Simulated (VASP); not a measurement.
# C (R-3m) in VASP: a series of runs

One crystal, C, is run at these levels: LDA; tasks: single point.

Everything below comes from runs of VASP 6.6.1. Logs are shortened: lines on timing, memory, paths and dates and some standing lists are left out, and cuts for length are marked.

## Step 1: The crystal as given

The structure is trigonal, space group R-3m (No. 166). Conventional cell: a = 2.466 Å, b = 2.466 Å, c = 24.848 Å, α = 90.00°, β = 90.00°, γ = 120.00°. Around C (site symmetry 3m) lie 3 C at 1.42 Å. Around C (site symmetry 3m) lie 3 C at 1.42 Å.

This isn't the form of C at room conditions, which is graphite.

## Step 2: Single point, LDA

The input, INCAR:

```
SYSTEM = C
PREC = Accurate
ENCUT = 460
EDIFF = 1E-6
ISMEAR = 0
SIGMA = 0.05
LREAL = .FALSE.
LASPH = .TRUE.
NELM = 100
ALGO = Normal
ISIF = 2
LWAVE = .FALSE.
LCHARG = .FALSE.
GGA = CA
ADDGRID = .FALSE.
```

The input, KPOINTS:

```
Automatic mesh
0
G
  6 6 6
  0 0 0
```

The input, POSCAR:

```
C
1.0
    1.2331880975      0.7119814801      8.2826151019
   -1.2331880975      0.7119814801      8.2826151019
    0.0000000000     -1.4239629601      8.2826151019
C
4
Direct
    0.0871730800      0.0871730800      0.0871730800
    0.7538500600      0.7538500600      0.7538500600
    0.2461499400      0.2461499400      0.2461499400
    0.9128269200      0.9128269200      0.9128269200
```

Potentials or basis: VASP PAW LDA potentials, release 64 (C).

Launch:

```
$ cat potpaw_LDA.64/C/POTCAR > POTCAR
$ mpirun -np 1 vasp_std > vasp.out
```

OUTCAR:

```text
SYSTEM = C
   PREC = Accurate
   ENCUT = 460
   EDIFF = 1E-6
   ISMEAR = 0
   LREAL = .FALSE.
   LASPH = .TRUE.
   NELM = 100
   ISIF = 2
   GGA = CA

 Found     32 irreducible k-points:

 Following reciprocal coordinates:
            Coordinates               Weight
  0.000000  0.000000  0.000000      1.000000
  0.166667 -0.000000 -0.000000      6.000000
  0.333333  0.000000 -0.000000      6.000000
  0.500000  0.000000 -0.000000      3.000000
  0.166667  0.166667 -0.000000      6.000000
  0.333333  0.166667 -0.000000     12.000000
   k-points           NKPTS =     32   k-points in BZ     NKDIM =     32   number of bands    NBANDS=     12
   number of dos      NEDOS =    301   number of ions     NIONS =      4
   total plane-waves  NPLWV = 216000
   dimension x,y,z NGX =    60 NGY =   60 NGZ =   60
   dimension x,y,z NGXF=   120 NGYF=  120 NGZF=  120
   ions per type =               4
   NGX,Y,Z   is equivalent  to a cutoff of  11.87, 11.87, 11.87 a.u.
   NGXF,Y,Z  is equivalent  to a cutoff of  23.74, 23.74, 23.74 a.u.
 SYSTEM =  C
   PREC   = accura    normal or accurate (medium, high low for compatibility)
   ISTART =      0    job   : 0-new  1-cont  2-samecut
   ICHARG =      2    charge: 1-file 2-atom 10-const
   ISPIN  =      1    spin polarized calculation?
   LNONCOLLINEAR =      F non collinear calculations
   LSORBIT =      F    spin-orbit coupling
   LASPH  =      T    aspherical Exc in radial PAW
   ENCUT  =  460.0 eV  33.81 Ry    5.81 a.u.  14.70 14.70 14.70*2*pi/ulx,y,z
   NELM   =    100;   NELMIN=  2; NELMDL= -5     # of ELM steps
   EDIFF  = 0.1E-05   stopping-criterion for ELM
   LREAL  =      F    real-space projection
   EDIFFG = 0.1E-04   stopping-criterion for IOM
   NSW    =      0    number of steps for IOM
   IBRION =     -1    ionic relax: 0-MD 1-quasi-New 2-CG
   NFREE  =      0    steps in history (QN), initial steepest desc. (CG)
   ISIF   =      2    stress and relaxation
   ISYM   =      2    0-nonsym 1-usesym 2-fastsym
   POTIM  = 0.5000    time-step for ionic-motion
   TEBEG  =    0.0;   TEEND  =   0.0 temperature during run
   PSTRESS=    0.0 pullay stress
   NELECT =      16.0000    total number of electrons
   NUPDOWN=      -1.0000    fix difference up-down
   EMIN   =  10.00;   EMAX   =-10.00  energy-range for DOS
   EFERMI =   0.00;   METHOD = LEGACY
   ISMEAR =     0;   SIGMA  =   0.05  broadening in eV -4-tet -1-fermi 0-gaus
   EFERMI_NEDOS =   21; number of points for ismear=-14 and -15
   IALGO  =     38    algorithm
   IMIX   =      4    mixing-type and parameters
     AMIX     =   0.40;   BMIX     =  1.00
     AMIX_MAG =   1.60;   BMIX_MAG =  1.00
  volume/ion in A,a.u.               =      10.91        73.61
  Fermi-wavevector in a.u.,A,eV,Ry     =   1.171771  2.214325 18.681428  1.373046
  Thomas-Fermi vector in A             =   2.308209
   LORBIT       =      0    0 simple, 1 ext, 2 COOP (PROOUT), +10 PAW based schemes
   GGA     = CA    functional components
   LHFCALC =     F    Hartree Fock is set to
   AEXX    =    0.0000 exact exchange contribution
   IVDW    =     0    specifies the selected vdW correction
   LEPSILON=     F    determine dielectric tensor
   LRPA    =     F    only Hartree local field effects (RPA)
 non-spin polarized calculation
 Gauss-broadening in eV      SIGMA  =   0.05
  energy-cutoff  :      460.00
  volume of cell :       43.63
 maximum number of plane-waves:      1006
   NGX = 29   NGY = 29   NGZ = 29

 number of electron      15.9999999 magnetization

 Free energy of the ion-electron system (eV)
  ---------------------------------------------------
  ext. energy  EPLUGINS =         0.00000000
  ---------------------------------------------------
  free energy    TOTEN  =       -40.29240543 eV

  energy without entropy =      -40.29232362  energy(sigma->0) =      -40.29236453

 E-fermi :   2.8428     XC(G=0):  -9.3680

 val. band max:        2.7473762874   @ k =  -0.1667   0.5000   0.1667
 cond. band min:       2.9382968456   @ k =  -0.1667   0.5000   0.1667
 fundamental gap:      0.1909205583
 Fermi energy:         2.8428070159

 k-point     1 :       0.0000    0.0000    0.0000
  band No.  band energies     occupation
      1     -16.4775      2.00000
      2     -16.4200      2.00000
      3      -5.1132      2.00000
      4      -4.4608      2.00000
      5      -0.1952      2.00000
      6      -0.1952      2.00000
      7      -0.1936      2.00000
      8      -0.1936      2.00000
      9       5.6236      0.00000
     10       9.2347      0.00000
     11      11.0973      0.00000
     12      11.1040      0.00000

 k-point     2 :       0.1667   -0.0000   -0.0000
  band No.  band energies     occupation
      1     -15.8256      2.00000
      2     -15.7716      2.00000
      3      -4.3194      2.00000
      4      -3.6975      2.00000
      5      -2.4354      2.00000
      6      -2.4281      2.00000
      7      -1.3233      2.00000
      8      -1.3203      2.00000
      9       6.4943      0.00000
     10       9.9406      0.00000
     11      11.1261      0.00000
     12      11.1414      0.00000

 k-point     3 :       0.3333    0.0000   -0.0000
  band No.  band energies     occupation
      1     -13.9022      2.00000
      2     -13.8578      2.00000
      3      -6.6810      2.00000
      4      -6.6633      2.00000
      5      -2.9307      2.00000
      6      -2.9275      2.00000
      7      -2.0494      2.00000
      8      -1.5277      2.00000
      9       7.5601      0.00000
     10       7.8654      0.00000
     11       9.0911      0.00000
     12      10.5940      0.00000

 k-point     4 :       0.5000    0.0000   -0.0000
  band No.  band energies     occupation
      1     -11.2002      2.00000
      2     -11.1673      2.00000
      3     -10.3119      2.00000
      4     -10.2848      2.00000
      5      -3.5634      2.00000
      6      -3.5600      2.00000
      7       0.3246      2.00000
      8       0.6594      2.00000
      9       4.2244      0.00000
     10       4.7167      0.00000
     11      10.2690      0.00000
     12      10.3021      0.00000

 k-point     5 :       0.1667    0.1667   -0.0000
  band No.  band energies     occupation
      1     -15.8246      2.00000
      2     -15.7726      2.00000
      3      -4.3076      2.00000
      4      -3.7119      2.00000
      5      -2.4344      2.00000
      6      -2.4290      2.00000
      7      -1.3238      2.00000
      8      -1.3197      2.00000
      9       6.5490      0.00000
     10       9.7993      0.00000
     11      11.1296      0.00000
     12      11.1433      0.00000

 k-point     6 :       0.3333    0.1667   -0.0000
  band No.  band energies     occupation
      1     -14.5363      2.00000
      2     -14.4923      2.00000
      3      -4.8150      2.00000
      4      -4.8044      2.00000
      5      -3.5659      2.00000
      6      -3.5581      2.00000
      7      -2.7544      2.00000
      8      -2.2432      2.00000
      9       8.3343      0.00000
     10       9.1137      0.00000
     11       9.2570      0.00000
     12      11.0497      0.00000

 [... further k-points ...]

------------------------ aborting loop because EDIFF is reached ----------------------------------------

  FORCE on cell =-STRESS in cart. coord.  units (eV):
  Direction    XX          YY          ZZ          XY          YZ          ZX
  --------------------------------------------------------------------------------------
  -------------------------------------------------------------------------------------
  Total       -1.9904845     -1.9904845     -0.4982768      0.0000000     -0.0000000      0.0000000
  in kB      -73.0891042    -73.0891042    -18.2963524      0.0000000     -0.0000000      0.0000000
  external PRESSURE =     -54.8248536 kB  Pullay stress =       0.0000000 kB

 VOLUME and BASIS-vectors are now :
 -----------------------------------------------------------------------------
  energy-cutoff  :      460.00
  volume of cell :       43.63
      direct lattice vectors                 reciprocal lattice vectors
     1.233188098  0.711981480  8.282615102     0.405453151  0.234088486  0.040244938
    -1.233188098  0.711981480  8.282615102    -0.405453151  0.234088486  0.040244938
     0.000000000 -1.423962960  8.282615102     0.000000000 -0.468176972  0.040244938

 POSITION                                       TOTAL-FORCE (eV/Angst)
 -----------------------------------------------------------------------------------
      0.00000      0.00000      2.16606         0.000000      0.000000      0.025232
      0.00000      0.00000     18.73155         0.000000      0.000000      0.020118
      0.00000      0.00000      6.11630         0.000000     -0.000000     -0.020118
      0.00000      0.00000     22.68178         0.000000     -0.000000     -0.025232
 -----------------------------------------------------------------------------------
    total drift:                               -0.000000     -0.000000     -0.000000

  FREE ENERGIE OF THE ION-ELECTRON SYSTEM (eV)
  ---------------------------------------------------
  free  energy   TOTEN  =       -40.2924054266 eV

  energy  without entropy=      -40.2923236246  energy(sigma->0) =      -40.29236453
```

It took 37 s on 1 thread of Intel Xeon 6975P-C (Granite Rapids), shared host; peak memory 0.32 GiB.

These settings aren't checked as converged: the numbers below hold their error.

Results:

* Free energy: -40.2924 eV
* Pressure: -5.5 GPa
* Largest force: 0.025 eV/Å
* Band gap on the k mesh: 0.19 eV, direct

Caveat: the k mesh is coarse (spacing up to 0.49 Å⁻¹), so the values aren't converged; the cutoff is under 1.25 times the usual one of these potentials, so pressure, stress and relaxed cells hold a basis-set (Pulay) error.

## Step 3: Single point, LDA

Changes to INCAR since step 2:

```diff
@@ -4,3 +4,3 @@
 EDIFF = 1E-6
-ISMEAR = 0
+ISMEAR = -5
 SIGMA = 0.05
```

KPOINTS is that of step 2.

POSCAR is that of step 2.

Potentials or basis: VASP PAW LDA potentials, release 64 (C).

Launch:

```
$ cat potpaw_LDA.64/C/POTCAR > POTCAR
$ mpirun -np 1 vasp_std > vasp.out
```

Run time: 40 s. Hardware: 1 thread of Intel Xeon 6975P-C (Granite Rapids), shared host; peak memory 0.31 GiB.

The run converged, but some of its settings lie outside the range that counts as converged, so its numbers aren't taken as properties of the crystal.

Results:

```yaml
Free_energy: -40.2924 eV
Pressure: -5.5 GPa
Largest_force: 0.025 eV/Å
Band_gap_on_the_k_mesh: 0.19 eV, direct
```

Caveat: the k mesh is coarse (spacing up to 0.49 Å⁻¹), so the values aren't converged; the cutoff is under 1.25 times the usual one of these potentials, so pressure, stress and relaxed cells hold a basis-set (Pulay) error.

## Step 4: Single point, LDA

Changes to INCAR since step 3:

```diff
@@ -2,5 +2,5 @@
 PREC = Accurate
-ENCUT = 460
+ENCUT = 520
 EDIFF = 1E-6
-ISMEAR = -5
+ISMEAR = 0
 SIGMA = 0.05
```

KPOINTS is that of step 3.

POSCAR is that of step 3.

Potentials or basis: VASP PAW LDA potentials, release 64 (C).

Launch:

```
$ cat potpaw_LDA.64/C/POTCAR > POTCAR
$ mpirun -np 1 vasp_std > vasp.out
```

OUTCAR:

```text
SYSTEM = C
   PREC = Accurate
   ENCUT = 520
   EDIFF = 1E-6
   ISMEAR = 0
   LREAL = .FALSE.
   LASPH = .TRUE.
   NELM = 100
   ISIF = 2
   GGA = CA

 Found     32 irreducible k-points:

 Following reciprocal coordinates:
            Coordinates               Weight
  0.000000  0.000000  0.000000      1.000000
  0.166667 -0.000000 -0.000000      6.000000
  0.333333  0.000000 -0.000000      6.000000
[... 171 lines left out ...]

  FORCE on cell =-STRESS in cart. coord.  units (eV):
  Direction    XX          YY          ZZ          XY          YZ          ZX
  --------------------------------------------------------------------------------------
  -------------------------------------------------------------------------------------
  Total       -1.9715005     -1.9715005     -0.4430373      0.0000000     -0.0000000      0.0000000
  in kB      -72.3920258    -72.3920258    -16.2680002      0.0000000     -0.0000000      0.0000000
  external PRESSURE =     -53.6840173 kB  Pullay stress =       0.0000000 kB

 VOLUME and BASIS-vectors are now :
 -----------------------------------------------------------------------------
  energy-cutoff  :      520.00
  volume of cell :       43.63
      direct lattice vectors                 reciprocal lattice vectors
     1.233188098  0.711981480  8.282615102     0.405453151  0.234088486  0.040244938
    -1.233188098  0.711981480  8.282615102    -0.405453151  0.234088486  0.040244938
     0.000000000 -1.423962960  8.282615102     0.000000000 -0.468176972  0.040244938

 POSITION                                       TOTAL-FORCE (eV/Angst)
 -----------------------------------------------------------------------------------
      0.00000      0.00000      2.16606         0.000000      0.000000      0.025882
      0.00000      0.00000     18.73155         0.000000      0.000000      0.020740
      0.00000      0.00000      6.11630         0.000000     -0.000000     -0.020740
      0.00000      0.00000     22.68178         0.000000     -0.000000     -0.025882
 -----------------------------------------------------------------------------------
    total drift:                               -0.000000     -0.000000      0.000000

  FREE ENERGIE OF THE ION-ELECTRON SYSTEM (eV)
  ---------------------------------------------------
  free  energy   TOTEN  =       -40.2857336513 eV

  energy  without entropy=      -40.2856520638  energy(sigma->0) =      -40.28569286
```

stdout:

```text
POSCAR found type information on POSCAR C
 POSCAR found :  1 types and       4 ions
 scaLAPACK will be used
 LDA part: xc-table for (Slater(with rela. corr.)+CA(PZ))
 , standard interpolation
 POSCAR, INCAR and KPOINTS ok, starting setup
 FFT: planning ... GRIDC
 FFT: planning ... GRID_SOFT
 FFT: planning ... GRID
 WAVECAR not read
 entering main loop
```

It took 55 s on 1 thread of Intel Xeon 6975P-C (Granite Rapids), shared host; peak memory 0.36 GiB.

The run converged, but some of its settings lie outside the range that counts as converged, so its numbers aren't taken as properties of the crystal.

What came out:

- Free energy: -40.2857 eV
- Pressure: -5.4 GPa
- Largest force: 0.026 eV/Å
- Band gap on the k mesh: 0.19 eV, direct

Caveat: the k mesh is coarse (spacing up to 0.49 Å⁻¹), so the values aren't converged.

## Step 5: The reference run

An earlier run on the cell as given: functional PBE; potentials or basis VASP PAW PBE potentials, release 64 (C); cutoff 520 eV; k mesh 12 × 12 × 12; occupations fermi-dirac, width 0.05 eV; no spin polarisation.

* Pressure: 0.5 GPa
* Largest force: 0.011 eV/Å
* Band gap on the k mesh: 0.18 eV, direct
